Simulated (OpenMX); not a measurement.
The system is NiO.

```
Ni O
1.0
     0.00000    2.08590    2.08590
     2.08590    0.00000    2.08590
     2.08590    2.08590    0.00000
Ni O
1 1
Direct
  0.00000 0.00000 0.00000
  0.50000 0.50000 0.50000
```

* Program: OpenMX 3.8.5
* Task: single point
* Functional: PBE
* Potentials or basis: OpenMX 2013 PBE set, Ni6.0H-s3p2d2, O6.0-s2p2d1, grid cutoff 500 Ry
* k mesh: 11 × 11 × 11
* Occupations: fermi-dirac, width 0.05 eV
* Spin: collinear spin, ferromagnetic start
* Starting moments: [1.0, 0.0] μB

On this cell: pressure 1.6 GPa; largest force zero by symmetry; net moment 0.34 μB per cell; site moments Ni +0.29; O +0.05 μB; band gap on the k mesh none (metal or under the smearing width).

The same run follows on a disturbed copy (atoms moved at random, drawn with an rms of 0.05 Å):

```
CELL_PARAMETERS angstrom
0.00000 2.08590 2.08590
2.08590 0.00000 2.08590
2.08590 2.08590 0.00000
ATOMIC_POSITIONS crystal
Ni 0.99963 0.98326 0.01952
O 0.50305 0.49315 0.49605
```

What changes?

The energy (extrapolated to zero smearing) moves by +5.9 meV/atom; pressure 2.2 GPa; largest force 0.366 eV/Å; net moment 0.33 μB per cell; site moments Ni +0.28; O +0.05 μB; band gap on the k mesh none (metal or under the smearing width).

Forces on the atoms (eV/Å):
```
Ni  -0.192 -0.253  0.167
O    0.170  0.270 -0.179
```

The forces don't sum to zero, so they hold noise of the program's grid.

Caveats: the basis of atomic orbitals isn't converged, which shifts pressures, moduli and gaps; semilocal functionals often make such compounds metallic where correlation or magnetic order opens a gap, which also shifts bond lengths.
